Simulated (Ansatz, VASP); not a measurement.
**Two plane-wave programs on InSb3**

File INCAR:

```
SYSTEM = InSb3
ALGO     = Normal         ! electronic algorithm
EDIFF    = 1E-6           ! SCF threshold, eV
ENCUT    = 520            ! plane-wave cutoff, eV
GGA      = PE             ! functional
ISIF     = 2              ! what is computed and relaxed
ISMEAR   = 0              ! smearing method
LASPH    = .True.         ! aspherical terms in the spheres
LCHARG   = .True.         ! write CHGCAR
LELF     = .True.         ! ELF
LREAL    = .False.        ! projectors in reciprocal space
LVHAR    = .True.       
LWAVE    = .False.        ! write WAVECAR
NBANDS   = 22             ! bands
NELM     = 60             ! most SCF steps
PREC     = Accurate       ! precision mode
SIGMA    = 0.1            ! smearing width, eV
```

Contents of KPOINTS:

```
k-points
0
Gamma
  4 4 4
  0 0 0
```

The input POSCAR:

```
InSb3
1.0
    4.8063670000      0.0000000000      0.0000000000
    0.0000000000      4.8063670000      0.0000000000
    0.0000000000      0.0000000000      4.8063670000
In Sb
1 3
Direct
    0.0000000000      0.0000000000      0.0000000000
    0.5000000000      0.0000000000      0.5000000000
    0.0000000000      0.5000000000      0.5000000000
    0.5000000000      0.5000000000      0.0000000000
```

Input for Ansatz:

```yaml
crystal:
  lattice:
    - [4.806367, 0.0, 0.0]
    - [0.0, 4.806367, 0.0]
    - [0.0, 0.0, 4.806367]
  atoms:
    - { symbol: In, position: [0.0, 0.0, 0.0] }
    - { symbol: Sb, position: [0.5, 0.0, 0.5] }
    - { symbol: Sb, position: [0.0, 0.5, 0.5] }
    - { symbol: Sb, position: [0.5, 0.5, 0.0] }
basis:
  ecutwfc: 420
kpoints:
  mp_grid: { grid: [4, 4, 4] }
hamiltonian:
  xc: pbe
scf:
  occupations: { method: gaussian, width: 0.1 }
output:
  forces: true
  stress: true
  eigenvalues: true
```

The cell comes from a database or a generator and needn't be the stable form of this composition.

Alike in both runs: task single point; functional PBE; k mesh 4 × 4 × 4; occupations gaussian, width 0.1 eV; no spin polarisation.

|  | VASP | Ansatz |
| --- | --- | --- |
| version | VASP 6.6.1 | Ansatz 0.2.0 |
| potentials or method | VASP PAW PBE potentials, release 64 (In_d, Sb) | scalar-relativistic, plane waves, PAW |
| plane-wave cutoff (eV) | 520 | 420 |
| valence electrons in the cell | 28 | 58 |

VASP gave:

| Property | Result |
| --- | --- |
| gap on the k mesh at the Fermi level (eV) | none |
| pressure (GPa) | 0.4 |

Task: Which values does Ansatz return?

Result: gap on the k mesh at the Fermi level (eV): none; pressure (GPa): 0.5.

A gap of «none» marks a metal or a gap that the smearing closes. With one functional, cell and mesh, what is left measures potentials, basis and numerics. The two sets of potentials don't hold the same shells in valence.

Spin-orbit coupling is left out, which matters for the levels of Sb.
